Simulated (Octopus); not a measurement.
# Hf (Im-3m) in Octopus: reference runs

Reference runs on Hf: the cell as given and a disturbed copy.

Everything below comes from runs of Octopus 16.4. Logs are shortened: lines on timing, memory, paths and dates and some standing lists are left out, and cuts for length are marked.

## (1) The structure

Symmetry: Im-3m, No. 229, cubic system. The conventional cell has a = 3.610 Å, b = 3.610 Å, c = 3.610 Å, α = 90.00°, β = 90.00°, γ = 90.00°. Hf (site symmetry m-3m) has 8 Hf at 3.13 Å as nearest neighbours.

This isn't the form of Hf at room conditions, which is hcp.

## (2) Single point, PBEsol

The input, inp:

```
CalculationMode = gs
UnitsOutput = eV_Angstrom
PeriodicDimensions = 3
ExperimentalFeatures = yes
PseudopotentialSet = pseudodojo_pbesol
%LatticeParameters
 1*angstrom | 1*angstrom | 1*angstrom
%
%LatticeVectors
 -1.805 | 1.805 | 1.805
 1.805 | -1.805 | 1.805
 1.805 | 1.805 | -1.805
%
%ReducedCoordinates
 "Hf" | 0 | 0 | 0
%
%Spacing
 0.15631759*angstrom | 0.15631759*angstrom | 0.15631759*angstrom
%
DerivativesOrder = 8
%KPointsGrid
 10 | 10 | 10
%
KPointsUseSymmetries = yes
XCFunctional = gga_x_pbe_sol + gga_c_pbe_sol
SmearingFunction = fermi_dirac
Smearing = 0.05*eV
ExtraStates = 7
Eigensolver = chebyshev_filter
ConvRelDens = 3e-7
MaximumIter = 120
```

Potentials or basis: pseudodojo_pbesol (PseudoDojo 0.4, PBEsol).

On the command line:

```console
$ OMP_NUM_THREADS=1 octopus > out.log
```

out.log:

```text
Running octopus

[... 13 lines left out ...]

Input: [AllElectronType = no]
Input: [PseudopotentialSet = pseudodojo_pbesol]
Reading Coordinates from ReducedCoordinates block

****************************** Species *******************************
  Species 'Hf'
    type             : pseudopotential
    file             : 'Hf.upf'
    file format      : UPF2
    valence charge   : 12.0
    atomic number    :  72
    form on file     : kleinman-bylander
    lmax             : 3
    llocal           : -1
    projectors per l : 2
    total projectors : 8
    application form : kleinman-bylander
    orbitals         : 10
    bound orbitals   : 10

**********************************************************************

***************************** Symmetries *****************************
Space group No.  229
International: Im-3m
Schoenflies: Oh^9
Info: The system has    48 symmorphic symmetries that can be used.
  Index                Rotation matrix                      Fractional translations
    1 :     1   0   0     0   1   0     0   0   1      0.000000    0.000000    0.000000
    2 :    -1   0   0     0  -1   0     0   0  -1      0.000000    0.000000    0.000000
    3 :     0   0  -1     1   1   1     0  -1   0      0.000000    0.000000    0.000000
    4 :     0   0   1    -1  -1  -1     0   1   0      0.000000    0.000000    0.000000
    5 :     0   1   0     1   0   0    -1  -1  -1      0.000000    0.000000    0.000000
    6 :     0  -1   0    -1   0   0     1   1   1      0.000000    0.000000    0.000000
[... 40 lines left out ...]
   47 :     0   0  -1    -1   0   0     1   1   1      0.000000    0.000000    0.000000
   48 :     0   0   1     1   0   0    -1  -1  -1      0.000000    0.000000    0.000000
Info: The system also has     0 nonsymmorphic symmetries (not used for electrons).
**********************************************************************

Input: [CurvMethod = curv_affine]
Input: [DerivativesStencil = stencil_stargeneral]

****************************** Lattice *******************************
  Lattice Vectors [A]
   -1.805000    1.805000    1.805000
    1.805000   -1.805000    1.805000
    1.805000    1.805000   -1.805000
  Cell volume =            23.5229 [A^3]
  Reciprocal-Lattice Vectors [A^-1]
   -0.000000    1.740495    1.740495
    1.740495   -0.000000    1.740495
    1.740495    1.740495   -0.000000
  Cell angles [degree]
    alpha =  109.471
    beta  =  109.471
    gamma =  109.471
**********************************************************************

Checking if the generated full k-point grid is symmetric

    47 k-points generated from parameters :
 ---------------------------------------------------
    n =   10   10   10

    s1  =  0.00  0.00  0.00

   index |      weight  |             coordinates              |
       1 |     0.001000 |    0.000000    0.000000    0.000000  |
       2 |     0.012000 |    0.100000    0.000000    0.000000  |
       3 |     0.024000 |    0.100000    0.100000    0.000000  |
       4 |     0.008000 |    0.100000    0.100000    0.100000  |
       5 |     0.006000 |   -0.100000    0.100000    0.100000  |
       6 |     0.012000 |    0.200000    0.000000    0.000000  |
[... 39 lines left out ...]
      46 |     0.012000 |   -0.400000    0.500000    0.400000  |
      47 |     0.001000 |    0.500000    0.500000    0.500000  |

Input: [SmearingFunction = fermi_dirac]
Input: [SymmetrizeDensity = yes]

******************************* States *******************************
Total electronic charge  =       12.000
Number of states         =       13
States block-size        =        4
**********************************************************************
[... 5 lines left out ...]
Simulation Box:
  Type = parallelepiped
  Lengths [A] = (   3.126,   3.126,   3.126)
Main mesh:
  Spacing [A] = ( 0.156, 0.156, 0.156)    volume/point [A^3] =      0.00294
  # inner mesh =       8000
  # total mesh =      35702
[... 48 lines left out ...]
      Block       4 contains       1 states:      13 -      13
Info: Ground-state allocation done.
Info: Could not find 'restart/gs' directory for restart.
[... 18 lines left out ...]
** Warning:
**   Cannot do LCAO for all states because there are not enough atomic orbitals.
**   Required: 13. Available: 10. 3 orbitals will be randomized.

Info: Unnormalized total charge =     12.001775
Info: Renormalized total charge =     12.000000
Info: Setting up Hamiltonian.
Info: Performing initial LCAO calculation with     10 orbitals.
Info: Getting Hamiltonian matrix elements.

Eigenvalues [eV]
 #st  Spin   Eigenvalue      Occupation
#k =       1, k = (  0.000000,  0.000000,  0.000000)
   1   --   -52.464662       2.000000
   2   --   -20.869560       2.000000
   3   --   -20.869440       2.000000
   4   --   -20.869440       2.000000
   5   --     1.449223       2.000000
   6   --    10.134091       2.000000
   7   --    10.134091       2.000000
   8   --    10.135209       2.000000
   9   --    12.881992       2.000000
  10   --    12.881992       2.000000
#k =       2, k = (  0.100000,  0.000000,  0.000000)
   1   --   -52.444429       2.000000
   2   --   -20.865202       2.000000
   3   --   -20.848912       2.000000
   4   --   -20.806620       2.000000
   5   --     1.794203       2.000000
   6   --    10.386956       2.000000
   7   --    10.635021       2.000000
   8   --    10.640810       2.000000
   9   --    13.227985       2.000000
  10   --    13.378231       2.000000
[... 45 further k-points ...]
Fermi energy =    14.827975 eV
Generating random wavefunctions for states       11 and above
Orthogonalizing wavefunctions.
Info: Ground-state restart information will be written to 'restart/gs'.
Info: SCF using complex wavefunctions.
Info: Starting SCF iteration.

** Warning:
**   Symmetrization discrepancy ratio (scalar) =  5.53002E-02

*********************** SCF CYCLE ITER #    1 ************************
 etot  = -1.52338333E+03 abs_ev   =  2.41E+01 rel_ev   =  1.17E-01
 ediff =        5.60E+01 abs_dens =  5.07E-01 rel_dens =  4.23E-02
Matrix vector products: 1175
Converged eigenvectors: 0

#  State  KPoint  Eigenvalue [eV]  Occupation    Error
      1       1      -52.466793    2.000000   ( 9.6E-07)
      1       2      -52.461369    2.000000   ( 2.2E-06)
      1       5      -52.456068    2.000000   ( 3.1E-06)
      1       3      -52.451545    2.000000   ( 3.8E-06)
      1       6      -52.447146    2.000000   ( 3.2E-06)
      1       9      -52.442170    2.000000   ( 7.2E-06)
      1       4      -52.439686    2.000000   ( 6.2E-06)
      1       7      -52.435615    2.000000   ( 8.0E-06)
[... 23 lines left out ...]
     13       3       26.987596    0.000000   ( 1.9E-01)
     13       6       27.171675    0.000000   ( 1.5E-01)
     13      11       27.817908    0.000000   ( 1.2E-01)
     13      12       27.824278    0.000000   ( 2.4E-01)
     13      38       28.286467    0.000000   ( 2.2E-01)
     13      35       28.647818    0.000000   ( 2.2E-01)
     13      21       29.377819    0.000000   ( 1.9E-01)
     13       1       32.326869    0.000000   ( 1.8E-01)

Density of states:

-------------------------%--------------------------------------------
-------------------------%%-------------------------------------------
-------------------------%%-------------------------------------------
-------------------------%%-------------------------------------------
%------------------------%%-----------------------%---%---------------
%------------------------%%----------------------%%--%%---------------
%------------------------%%----------------------%%--%%---------------
%------------------------%%---------------------%%%-%%%-%%-%-%--%-----
%------------------------%%--------------------%%%%-%%%-%%-%%%-%%-----
%------------------------%%-------------------%%%%%%%%%%%%%%%%%%%%----
                                                  ^

Fermi energy =     8.488708 eV

**********************************************************************

** Warning:
**   Symmetrization discrepancy ratio (scalar) =  5.39395E-02

*********************** SCF CYCLE ITER #    2 ************************
 etot  = -1.52760206E+03 abs_ev   =  3.20E+00 rel_ev   =  1.53E-02
 ediff =        1.55E-01 abs_dens =  3.29E-02 rel_dens =  2.74E-03
Matrix vector products: 1175
Converged eigenvectors: 0
[... 127 lines left out ...]
*********************** SCF CYCLE ITER #   13 ************************
 etot  = -1.53398132E+03 abs_ev   =  2.04E-04 rel_ev   =  9.61E-07
 ediff =        1.09E-05 abs_dens =  2.81E-06 rel_dens =  2.34E-07
Matrix vector products: 1175
Converged eigenvectors: 0

#  State  KPoint  Eigenvalue [eV]  Occupation    Error
      1       1      -53.416460    2.000000   ( 6.2E-08)
      1       2      -53.411329    2.000000   ( 1.3E-07)
      1       5      -53.406312    2.000000   ( 3.1E-07)
      1       3      -53.402035    2.000000   ( 3.1E-07)
      1       6      -53.397874    2.000000   ( 1.3E-07)
      1       9      -53.393159    2.000000   ( 3.0E-07)
      1       4      -53.390823    2.000000   ( 3.2E-07)
      1       7      -53.386967    2.000000   ( 3.0E-07)
[... 23 lines left out ...]
     13       7       24.324495    0.000000   ( 7.7E-02)
     12      18       24.445214    0.000000   ( 2.8E-02)
     13      25       24.446404    0.000000   ( 4.4E-02)
     13      13       25.011167    0.000000   ( 6.2E-02)
     13      18       25.107344    0.000000   ( 9.1E-02)
     13      16       25.208505    0.000000   ( 6.0E-02)
     13      42       25.706220    0.000000   ( 2.4E-02)
     13      11       26.081302    0.000000   ( 5.5E-02)

Density of states:

---------------------------%------------------------------------------
---------------------------%------------------------------------------
---------------------------%------------------------------------------
---------------------------%------------------------------------------
---------------------------%------------------------------------------
---------------------------%------------------------------------------
%--------------------------%------------------------------%-----------
%--------------------------%-------------------------%%--%%-----------
%--------------------------%------------------------%%%-%%%-%---%%%---
%--------------------------%%---------------------%%%%%%%%%%%%%%%%%%--
                                                      ^

Fermi energy =     8.272759 eV

**********************************************************************

Info: SCF converged in   13 iterations

** Warning:
**   Some of the states are not fully converged!

Info: Number of matrix-vector products:      15275
Info: Finished writing information to 'restart/gs'.

Octopus emitted 16 warnings.
```

It took 2.2 min on 1 thread of Intel Xeon Platinum 8375C at 2.90GHz (Ice Lake), shared host; peak memory 0.44 GiB.

What came out:

```yaml
Free_energy: -1533.9966 eV
Band_gap_on_the_k_mesh: none (metal or under the smearing width)
```

The run has no spin-orbit coupling, so splittings on Hf are missing.

[end of part 1 of 2]
